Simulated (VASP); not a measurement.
Input of a VASP 6.6.1 run:

File INCAR:

```
SYSTEM = GeH3N
PREC = Accurate
ENCUT = 520
EDIFF = 1E-7
ISMEAR = 0
SIGMA = 0.01
LREAL = .False.
LASPH = .True.
NELM = 60
ALGO = Normal
ISIF = 2
LWAVE = .False.
LCHARG = .True.
GGA = PE
LELF = .True.
LVHAR = .True.
LVACPOTAV = .True.
NBANDS = 19
```

KPOINTS

```
Automatic mesh
0
Gamma
  1 1 1
  0 0 0
```

File POSCAR:

```
GeH3N
1.0
   11.0000000000      0.0000000000      0.0000000000
    0.0000000000     13.0000000000      0.0000000000
    0.0000000000      0.0000000000     10.0000000000
N Ge H
1 1 3
Direct
    0.4948450000      0.4434320000      0.5164740000
    0.5918880000      0.5553780000      0.5312830000
    0.5169680000      0.3755500000      0.5503650000
    0.4141340000      0.4423950000      0.4688870000
    0.4931060000      0.6292610000      0.4539050000
```

Potentials or basis: VASP PAW PBE potentials, release 64 (N, Ge_d, H).

Launch:

```sh
$ cat potpaw_PBE.64/N/POTCAR potpaw_PBE.64/Ge_d/POTCAR potpaw_PBE.64/H/POTCAR > POTCAR
$ mpirun -np 1 vasp_gam > vasp.out
```

Question: What does it give for the gap between the frontier levels?

Answer: 3.08 eV.

Question: Estimate the largest force.

Answer: 1.947 eV/Å.

Forces in eV/Å, atoms in the order of the input:
```
N   -0.558  1.325 -0.643
Ge   0.085  0.567 -0.067
H    0.579 -1.718  0.710
H   -0.333  0.034 -0.141
H    0.227 -0.208  0.141
```
